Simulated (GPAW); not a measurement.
## zigzag Re chain, bond 2.672 A: a ladder in all numerical settings together

Wanted: the cheapest choice of all numerical settings together that holds the magnetic results of zigzag Re chain, bond 2.672 A.

Main program and level: GPAW 26.7.0; RPBE; plane waves with GPAW's PAW setups, scalar-relativistic.

## (1) Starting point

The cell holds 2 atoms: 2 Re. Cell: a = 12.000 Å, b = 12.000 Å, c = 3.206 Å, α = 90.0°, β = 90.0°, γ = 90.0°. model lattice. Vacuum lies along a and b. The structure's axis is c.

Structure file:

```cif
data_structure
_symmetry_space_group_name_H-M 'P 1'
_symmetry_Int_Tables_number 1
_cell_length_a 12.0000
_cell_length_b 12.0000
_cell_length_c 3.2064
_cell_angle_alpha 90.000
_cell_angle_beta 90.000
_cell_angle_gamma 90.000
_cell_volume 461.72
loop_
_atom_site_label
_atom_site_type_symbol
_atom_site_fract_x
_atom_site_fract_y
_atom_site_fract_z
_atom_site_occupancy
Re1 Re 0.41093 0.50000 0.00000 1
Re2 Re 0.58907 0.50000 0.50000 1
```

## (2) Rung 1 (280 eV, mesh 1×1×4), start ferro ++

Several settings change at once from rung to rung, from a quick look to a careful run; the headings and inputs name them.

File order1.py:

```python
import json
import numpy as np
from ase import Atoms
from ase.parallel import paropen, parprint
from gpaw import GPAW

atoms = Atoms(['Re', 'Re'],
    cell=[[12.0, 0.0, 0.0],
         [0.0, 12.0, 0.0],
         [0.0, 0.0, 3.2064]],
    scaled_positions=[[0.41093333, 0.5, 0.0],
         [0.58906667, 0.5, 0.5]],
    pbc=True,
    magmoms=[1.0, 1.0])
atoms.calc = GPAW(mode={'name': 'pw', 'ecut': 280},
    xc='RPBE',
    kpts={'size': (1, 1, 4), 'gamma': True},
    occupations={'name': 'fermi-dirac', 'width': 0.2},
    convergence={'density': 1e-05, 'energy': 1e-05},
    maxiter=200,
    symmetry={'tolerance': 1e-4},
    txt='order1.txt')
e = atoms.get_potential_energy(force_consistent=True)
res = {'free_energy': e, 'energy_sigma0': atoms.get_potential_energy(), 'fermi_energy': atoms.calc.get_fermi_level()}
res['moments'] = atoms.get_magnetic_moments().tolist()
res['total'] = atoms.get_magnetic_moment()
parprint('site moments (muB):', np.round(res['moments'], 3))
parprint(f"total moment: {res['total']:.3f} muB")
parprint(f'free energy: {e:.6f} eV')
atoms.calc.write('order1.gpw')
with paropen('results.json', 'w') as f:
    json.dump(res, f)
```

On the command line:

```bash
OMP_NUM_THREADS=1 python3 order1.py > order1.log
```

Numbers of over 12 decimals in the logs are rounded to 6 here.

What it wrote:

```text
site moments (muB): [1.568 1.568]
total moment: 4.301 muB
free energy: -12.669171 eV

--- order1.txt ---
Input parameters:
  mode=PW(ecut=280),
  convergence={'density': 1e-05, 'energy': 1e-05},
  kpts=MonkhorstPack(size=(1, 1, 4), gamma=True),
  maxiter=200,
  occupations=Occupations(name='fermi-dirac', width=0.2),
  symmetry=Symmetry(tolerance=0.0001),
  xc=XC(name='RPBE')

Diagonalizing LCAO Hamiltonian
Converting LCAO to pw mode
        .----------------------------.
       /|                            |
      / |                            |
     /  |                            |
    /   .----------------------------.
   /   /                            /
  /   /               Re           /
 *   /                            /
 |  /           Re               /
 | /                            /
 |/                            /
 *----------------------------*

Atoms  # Å, Bohr magnetons
|   | symbol |        x |        y |        z |    initial magnetic moments |
|---|--------|----------|----------|----------|-----------------------------|
| 0 |     Re | 4.931200 | 6.000000 | 0.000000 | ( 0.0000,  0.0000,  1.0000) |
| 1 |     Re | 7.068800 | 6.000000 | 1.603200 | ( 0.0000,  0.0000,  1.0000) |

Unit cell  # Å
| periodic |         x |         y |        z |   lengths |    angles |
|----------|-----------|-----------|----------|-----------|-----------|
|      yes | 12.000000 |  0.000000 | 0.000000 | 12.000000 | 90.000000 |
|      yes |  0.000000 | 12.000000 | 0.000000 | 12.000000 | 90.000000 |
|      yes |  0.000000 |  0.000000 | 3.206400 |  3.206400 | 90.000000 |

Number of symmetries: 4

BZ-sampling:
  Number of BZ points: 4
  Number of IBZ points: 3

  Monkhorst-Pack size: [1, 1, 4]
  Monkhorst-Pack shift: [0.0, 0.0, 0.125]

Plane wave coefficients: 4925
Cutoff: 280.0 eV

Spin-components: 2 (collinear spins)
Bands:           21
Projectors:      12
Spin-degeneracy: 1
Datatype:        complex128

Parallelization:
  kpt:    1
  domain: 1
  band:   1

Density:
  Valence electrons: 26.0
  Components: 2
  Grid points: [48 48 14]
  Charge: 0.0  # |e|

Potential:
  Grid points: [48 48 14]

[... setups left out ...]
Reference energy: -907402.073655  # eV

eigensolver:
  PPCG
  Converge bands: occupied
  niter=2

density mixing:
  MSR1-Mixer
  Pratt-step length: 0.05
  Maximum mixing coefficient: 0.75
  Old densities: 10
  SVD Regularization: 0.005
  Good broyden scale: 1.0
  Trust region scale: 1.0
  Backstep threshold: 4.0
  History deletion threshold: 6.0
  Fourier metric: weight=20.0, sigma=0.015

occupation numbers:
  Fermi-Dirac:
    width: 0.2000  # eV

poisson solver:
  ecut: 2240.0  # eV

xc functional:
  name: RPBE with 2 nearest neighbor stencil

convergence criteria:
- Maximum integral of absolute [dens]ity change: 1e-05 electrons / valence electron
- Maximum [total energy] change in last 3 cyles: 1e-05 eV / valence electron
- Maximum integral of absolute [eigenst]ate change: 4e-08 eV^2 / valence electron
maximum number of iterations: 200

SCF iterations
|iter     |      energy | eigst |  dens |  magmom |
|---------|-------------|-------|-------|---------|
|iter:   1|       0s |  -12.945830 | -0.23 |       |  +2.0024|
|iter:   2|       1s |  -12.665755 | -1.98 | -0.96 |  +2.0045|
|iter:   3|       2s |  -12.039765 | -0.67 | -1.01 |  +2.1285|
|iter:   4|       3s |  -12.109953 | -2.25 | -1.39 |  +2.2939|
|iter:   5|       4s |  -12.348066 | -2.15 | -1.53 |  +2.5670|
|iter:   6|       4s |  -12.201248 | -2.25 | -1.15 |  +2.5901|
|iter:   7|       5s |  -12.265872 | -2.67 | -1.57 |  +2.9134|
|iter:   8|       6s |  -12.322101 | -2.73 | -1.62 |  +3.3579|
|iter:   9|       7s |  -12.366738 | -2.65 | -1.82 |  +3.8441|
|iter:  10|       8s |  -12.385260 | -3.13 | -1.96 |  +4.1375|
|iter:  11|       8s |  -12.393966 | -3.42 | -2.36 |  +4.3366|
|iter:  12|       9s |  -12.391209 | -4.25 | -2.78 |  +4.2654|
|iter:  13|      10s |  -12.392869 | -4.84 | -3.06 |  +4.3044|
|iter:  14|      11s |  -12.393049 | -5.37 | -3.49 |  +4.3080|
|iter:  15|      12s |  -12.392551 | -5.63 | -3.71 |  +4.2949|
|iter:  16|      12s |  -12.392765 | -6.35 | -3.91 |  +4.2999|
|iter:  17|      13s |  -12.392845 | -6.76 | -4.46 |  +4.3013|
|iter:  18|      14s |  -12.392826c| -7.29 | -4.88 |  +4.3008|
|iter:  19|      15s |  -12.392831c| -7.66c| -5.05c|  +4.3009|

Converged in 19 steps
Energy contributions relative to reference atoms: (reference = -907402.073655)

Energy contributions:
  Kinetic:         -25.543131
  Coulomb:          21.713483
  Zero:              0.033182
  External:          0.000000
  Xc:               -8.320026
  Entropy:          -0.552680
  Spinorbit:         0.000000
  ----------------------------
  Free energy:     -12.669171
  Extrapolated:    -12.392831

dipole moment: (0.000022, -0.000002, -10.904746)  # |e|*Ang

Total magnetic moment: (0.000000, 0.000000, 4.300886)

Local magnetic moments
|        x |        y |        z |
|----------|----------|----------|
| 0.000000 | 0.000000 | 1.567808 |  # Re   0
| 0.000000 | 0.000000 | 1.568431 |  # Re   1

Fermi level: -3.003
Eigenvalues  # (at kpt = [0.000, 0.000, 0.000])
| band index |      eig [eV] | occ [0-1] |      eig [eV] | occ [0-1] |
|------------|---------------|-----------|---------------|-----------|
|          0 |       -45.468 |     1.000 |       -44.598 |     1.000 |
|        ... |               |           |               |           |
|          6 |        -8.037 |     1.000 |        -7.452 |     1.000 |
|          7 |        -6.819 |     1.000 |        -6.020 |     1.000 |
|          8 |        -5.157 |     1.000 |        -4.102 |     0.996 |
|          9 |        -5.004 |     1.000 |        -4.037 |     0.994 |
|         10 |        -4.763 |     1.000 |        -3.090 |     0.607 |
|         11 |        -4.149 |     0.997 |        -2.636 |     0.137 |
|         12 |        -3.466 |     0.910 |        -2.239 |     0.021 |
|         13 |        -3.437 |     0.897 |        -2.193 |     0.017 |
|         14 |        -3.418 |     0.888 |        -1.969 |     0.006 |
|         15 |        -3.389 |     0.873 |        -1.547 |     0.001 |
|         16 |        -2.419 |     0.051 |        -1.121 |     0.000 |
|         17 |        -1.719 |     0.002 |        -0.839 |     0.000 |
|         18 |        -1.073 |     0.000 |        -0.242 |     0.000 |
|         19 |        -0.791 |     0.000 |        -0.059 |     0.000 |
|         20 |         1.087 |     0.000 |         1.211 |     0.000 |

No gap
No difference between direct/indirect transitions
```

The job ended after 18 s (1 MPI rank of Intel Xeon Platinum 8488C (Sapphire Rapids), shared host; peak memory 0.22 GiB).

Numbers from this step:

```
magnetization  : 4.301 μB
final state    : ferromagnetic
largest moment : 1.568 μB
```

After 19 cycles the largest moment stands at 1.57 μB.

## (3) Rung 1 (280 eV, mesh 1×1×4), start antiferro +-

The second start gives the energy difference between the two end states, the quantity that is followed up the ladder.

order2.py is the script of step 2 with these lines changed:

```diff
@@ -13,3 +13,3 @@
     pbc=True,
-    magmoms=[1.0, 1.0])
+    magmoms=[1.0, -1.0])
 atoms.calc = GPAW(mode={'name': 'pw', 'ecut': 280},
@@ -21,3 +21,3 @@
     symmetry={'tolerance': 1e-4},
-    txt='order1.txt')
+    txt='order2.txt')
 e = atoms.get_potential_energy(force_consistent=True)
@@ -29,3 +29,3 @@
 parprint(f'free energy: {e:.6f} eV')
-atoms.calc.write('order1.gpw')
+atoms.calc.write('order2.gpw')
 with paropen('results.json', 'w') as f:
```

On the command line:

```bash
OMP_NUM_THREADS=1 python3 order2.py > order2.log
```

What it wrote:

```text
site moments (muB): [ 2.065 -2.066]
total moment: -0.000 muB
free energy: -12.792590 eV

--- order2.txt ---
Input parameters:
  mode=PW(ecut=280),
  convergence={'density': 1e-05, 'energy': 1e-05},
  kpts=MonkhorstPack(size=(1, 1, 4), gamma=True),
  maxiter=200,
  occupations=Occupations(name='fermi-dirac', width=0.2),
  symmetry=Symmetry(tolerance=0.0001),
  xc=XC(name='RPBE')

Diagonalizing LCAO Hamiltonian
Converting LCAO to pw mode
        .----------------------------.
       /|                            |
      / |                            |
     /  |                            |
    /   .----------------------------.
   /   /                            /
  /   /               Re           /
 *   /                            /
 |  /           Re               /
 | /                            /
 |/                            /
 *----------------------------*

Atoms  # Å, Bohr magnetons
|   | symbol |        x |        y |        z |    initial magnetic moments |
|---|--------|----------|----------|----------|-----------------------------|
| 0 |     Re | 4.931200 | 6.000000 | 0.000000 | ( 0.0000,  0.0000,  1.0000) |
| 1 |     Re | 7.068800 | 6.000000 | 1.603200 | ( 0.0000,  0.0000, -1.0000) |

Number of symmetries: 4

BZ-sampling:
  Number of BZ points: 4
  Number of IBZ points: 3

  Monkhorst-Pack size: [1, 1, 4]
  Monkhorst-Pack shift: [0.0, 0.0, 0.125]

Plane wave coefficients: 4925
Cutoff: 280.0 eV

Spin-components: 2 (collinear spins)
Bands:           20
Projectors:      12
Spin-degeneracy: 1
Datatype:        complex128

Parallelization:
  kpt:    1
  domain: 1
  band:   1

Density:
[...]
|iter:  17|      13s |  -12.471395c| -6.72 | -4.44 |  -0.0002|
|iter:  18|      13s |  -12.471400c| -7.40 | -4.62 |  -0.0002|
|iter:  19|      14s |  -12.471401c| -7.69c| -4.90 |  -0.0002|
|iter:  20|      14s |  -12.471407c| -7.83c| -5.16c|  -0.0001|

Converged in 20 steps
Energy contributions relative to reference atoms: (reference = -907402.073655)

Energy contributions:
  Kinetic:         -19.915202
  Coulomb:          16.843569
  Zero:              0.009657
  External:          0.000000
  Xc:               -9.088248
  Entropy:          -0.642366
  Spinorbit:         0.000000
  ----------------------------
  Free energy:     -12.792590
  Extrapolated:    -12.471407

dipole moment: (0.000003, -0.000002, -10.909488)  # |e|*Ang

Total magnetic moment: (0.000000, 0.000000, -0.000147)

Local magnetic moments
|        x |        y |         z |
|----------|----------|-----------|
| 0.000000 | 0.000000 |  2.065490 |  # Re   0
| 0.000000 | 0.000000 | -2.065584 |  # Re   1

Fermi level: -2.735
Eigenvalues  # (at kpt = [0.000, 0.000, 0.000])
| band index |      eig [eV] | occ [0-1] |      eig [eV] | occ [0-1] |
|------------|---------------|-----------|---------------|-----------|
|          0 |       -45.717 |     1.000 |       -45.717 |     1.000 |
|        ... |               |           |               |           |
|          5 |       -44.075 |     1.000 |       -44.075 |     1.000 |
|          6 |        -7.825 |     1.000 |        -7.826 |     1.000 |
|          7 |        -6.458 |     1.000 |        -6.458 |     1.000 |
|          8 |        -5.055 |     1.000 |        -5.055 |     1.000 |
[...]
|         16 |        -1.308 |     0.001 |        -1.308 |     0.001 |
|         17 |        -1.282 |     0.001 |        -1.282 |     0.001 |
|         18 |        -0.523 |     0.000 |        -0.523 |     0.000 |
|         19 |        -0.449 |     0.000 |        -0.449 |     0.000 |

No gap
No difference between direct/indirect transitions
```

The job ended after 18 s (1 MPI rank; peak memory 0.22 GiB).

Numbers from this step:

```
magnetization  : 0 μB
final state    : antiferromagnetic
largest moment : 2.066 μB
```

This start lies -61.7 meV a seeded atom from the first; its largest moment is 2.07 μB.

## (4) Rung 2 (380 eV, mesh 1×1×6), start ferro ++

order1.py is the script of step 2 with these lines changed:

```diff
@@ -14,6 +14,6 @@
     magmoms=[1.0, 1.0])
-atoms.calc = GPAW(mode={'name': 'pw', 'ecut': 280},
+atoms.calc = GPAW(mode={'name': 'pw', 'ecut': 380},
     xc='RPBE',
-    kpts={'size': (1, 1, 4), 'gamma': True},
-    occupations={'name': 'fermi-dirac', 'width': 0.2},
+    kpts={'size': (1, 1, 6), 'gamma': True},
+    occupations={'name': 'fermi-dirac', 'width': 0.15},
     convergence={'density': 1e-05, 'energy': 1e-05},
```

On the command line:

```bash
OMP_NUM_THREADS=1 python3 order1.py > order1.log
```

What it wrote:

```text
site moments (muB): [1.675 1.676]
total moment: 4.589 muB
free energy: -12.715784 eV

--- order1.txt ---
Input parameters:
  mode=PW(ecut=380),
  convergence={'density': 1e-05, 'energy': 1e-05},
  kpts=MonkhorstPack(size=(1, 1, 6), gamma=True),
  maxiter=200,
  occupations=Occupations(name='fermi-dirac', width=0.15),
  symmetry=Symmetry(tolerance=0.0001),
  xc=XC(name='RPBE')

Diagonalizing LCAO Hamiltonian
[...]
|          8 |        -5.153 |     1.000 |        -4.045 |     0.999 |
|          9 |        -5.027 |     1.000 |        -3.955 |     0.999 |
[...]
|         17 |        -1.731 |     0.000 |        -0.790 |     0.000 |
|         18 |        -1.051 |     0.000 |        -0.193 |     0.000 |
|         19 |        -0.767 |     0.000 |         0.017 |     0.000 |
|         20 |         1.075 |     0.000 |         1.804 |     0.000 |

No gap
No difference between direct/indirect transitions


[key lines of the parts left out:]
Free energy:     -12.715784
Converged in 21 steps
dipole moment: (0.000011, -0.000002, -10.904504)  # |e|*Ang
Fermi level: -2.980
```

The job ended after 31 s (1 MPI rank; peak memory 0.27 GiB).

Numbers from this step:

```yaml
magnetization: 4.589 μB
final_state: ferromagnetic
largest_moment: 1.676 μB
```

The largest moment moves by +0.11 μB from rung 1, at 1.7 times its CPU time.

## (5) Rung 2 (380 eV, mesh 1×1×6), start antiferro +-

order2.py is the script of step 3 with these lines changed:

```diff
@@ -14,6 +14,6 @@
     magmoms=[1.0, -1.0])
-atoms.calc = GPAW(mode={'name': 'pw', 'ecut': 280},
+atoms.calc = GPAW(mode={'name': 'pw', 'ecut': 380},
     xc='RPBE',
-    kpts={'size': (1, 1, 4), 'gamma': True},
-    occupations={'name': 'fermi-dirac', 'width': 0.2},
+    kpts={'size': (1, 1, 6), 'gamma': True},
+    occupations={'name': 'fermi-dirac', 'width': 0.15},
     convergence={'density': 1e-05, 'energy': 1e-05},
```

On the command line:

```bash
OMP_NUM_THREADS=1 python3 order2.py > order2.log
```

What it wrote:

```text
site moments (muB): [ 2.242 -2.242]
total moment: -0.000 muB
free energy: -12.959434 eV

--- order2.txt ---
Input parameters:
  mode=PW(ecut=380),
  convergence={'density': 1e-05, 'energy': 1e-05},
  kpts=MonkhorstPack(size=(1, 1, 6), gamma=True),
  maxiter=200,
  occupations=Occupations(name='fermi-dirac', width=0.15),
  symmetry=Symmetry(tolerance=0.0001),
  xc=XC(name='RPBE')

Diagonalizing LCAO Hamiltonian
[...]
|          7 |        -6.441 |     1.000 |        -6.441 |     1.000 |
|          8 |        -5.115 |     1.000 |        -5.116 |     1.000 |
[...]
|         16 |        -1.283 |     0.000 |        -1.283 |     0.000 |
|         17 |        -1.264 |     0.000 |        -1.264 |     0.000 |
|         18 |        -0.491 |     0.000 |        -0.491 |     0.000 |
|         19 |        -0.417 |     0.000 |        -0.417 |     0.000 |

No gap
No difference between direct/indirect transitions


[key lines of the parts left out:]
Free energy:     -12.959434
Converged in 22 steps
dipole moment: (0.000003, -0.000002, -10.914671)  # |e|*Ang
Fermi level: -2.704
```

It took 31 s on 1 MPI rank; peak memory 0.27 GiB.

This step gave:

- magnetization: 0 μB
- final state: antiferromagnetic
- largest moment: 2.242 μB

This start lies -121.8 meV a seeded atom from the first, a change of -60.1 meV since rung 1; its largest moment is 2.24 μB.

## (6) Rung 3 (500 eV, mesh 1×1×8), start ferro ++

order1.py is the script of step 4 with these lines changed:

```diff
@@ -14,6 +14,6 @@
     magmoms=[1.0, 1.0])
-atoms.calc = GPAW(mode={'name': 'pw', 'ecut': 380},
+atoms.calc = GPAW(mode={'name': 'pw', 'ecut': 500},
     xc='RPBE',
-    kpts={'size': (1, 1, 6), 'gamma': True},
-    occupations={'name': 'fermi-dirac', 'width': 0.15},
+    kpts={'size': (1, 1, 8), 'gamma': True},
+    occupations={'name': 'fermi-dirac', 'width': 0.1},
     convergence={'density': 1e-05, 'energy': 1e-05},
```

On the command line:

```bash
OMP_NUM_THREADS=1 python3 order1.py > order1.log
```

What it wrote:

```text
site moments (muB): [1.884 1.884]
total moment: 5.211 muB
free energy: -12.708109 eV

--- order1.txt ---
Input parameters:
  mode=PW(ecut=500),
  convergence={'density': 1e-05, 'energy': 1e-05},
  kpts=MonkhorstPack(size=(1, 1, 8), gamma=True),
  maxiter=200,
  occupations=Occupations(name='fermi-dirac', width=0.1),
  symmetry=Symmetry(tolerance=0.0001),
  xc=XC(name='RPBE')

Diagonalizing LCAO Hamiltonian
[...]
|          7 |        -6.898 |     1.000 |        -5.829 |     1.000 |
|          8 |        -5.191 |     1.000 |        -3.984 |     1.000 |
[...]
|         17 |        -1.779 |     0.000 |        -0.760 |     0.000 |
|         18 |        -1.122 |     0.000 |        -0.087 |     0.000 |
|         19 |        -0.795 |     0.000 |         0.136 |     0.000 |
|         20 |         1.052 |     0.000 |         1.877 |     0.000 |

No gap
No difference between direct/indirect transitions


[key lines of the parts left out:]
Free energy:     -12.708109
Converged in 22 steps
dipole moment: (0.000001, -0.000002, -10.904449)  # |e|*Ang
Fermi level: -2.973
```

The job ended after 66 s (1 MPI rank; peak memory 0.37 GiB).

Numbers from this step:

| Property | Result |
| --- | --- |
| magnetization | 5.211 μB |
| final state | ferromagnetic |
| largest moment | 1.884 μB |

The largest moment moves by +0.21 μB from rung 2, at 2.1 times its CPU time.

(Continued in part 2 of 2.)

[Logs and program files are shortened in this print: banners, set-up blocks, solver, clock and traceback lines can be left out without a mark of their own.]

[Logs are printed without paths, hosts, clocks, repeated set-up lines and the standing remarks that a program may print on its own settings, such as how far it seeks lower states.]

[Hosts, paths, dates, database ids (printed as entryN), source tags and the programs' standing remarks are cut or masked in the printed files.]

[Where a cell is said to come from a database of computed structures, the database is the Materials Project.]
